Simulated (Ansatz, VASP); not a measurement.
## Two plane-wave programs on Ta

```
Ta
1.0
     5.74831    0.00000    0.00000
    -1.91610    5.41956    0.00000
     0.00000    0.00000   21.69348
Ta
12
Direct
  0.25000 0.25000 0.39182
  0.25000 0.75000 0.39182
  0.75000 0.25000 0.39182
  0.75000 0.75000 0.39182
  0.50000 0.50000 0.49624
  0.50000 0.00000 0.49624
  0.00000 0.50000 0.49624
  0.00000 0.00000 0.49624
  0.75000 0.75000 0.60064
  0.75000 0.25000 0.60064
  0.25000 0.75000 0.60064
  0.25000 0.25000 0.60064
```

Alike in both runs: functional PBE; k mesh 6 × 6 × 1; occupations gaussian, width 0.1 eV; no spin polarisation.

Ansatz relaxed the structure, and its values are those at the end. VASP's run is a single point on that final structure, the one shown.

|  | VASP | Ansatz |
| --- | --- | --- |
| version | VASP 6.6.1 | Ansatz 0.2.0 |
| potentials or method | VASP PAW PBE potentials, release 64 (Ta_pv) | scalar-relativistic, plane waves, PAW |
| plane-wave cutoff (eV) | 520 | 420 |
| valence electrons in the cell | 132 | 156 |

```csv
,VASP,Ansatz,Ansatz less VASP
gap on the k mesh at the Fermi level (eV),none,none,-
"work function, face that differs most (eV)",4.76,4.77,+0.009
```

A gap of «none» marks a metal or a gap that the smearing closes. The two sets of potentials don't hold the same shells in valence.

Spin-orbit coupling is left out, which matters for the levels of Ta.
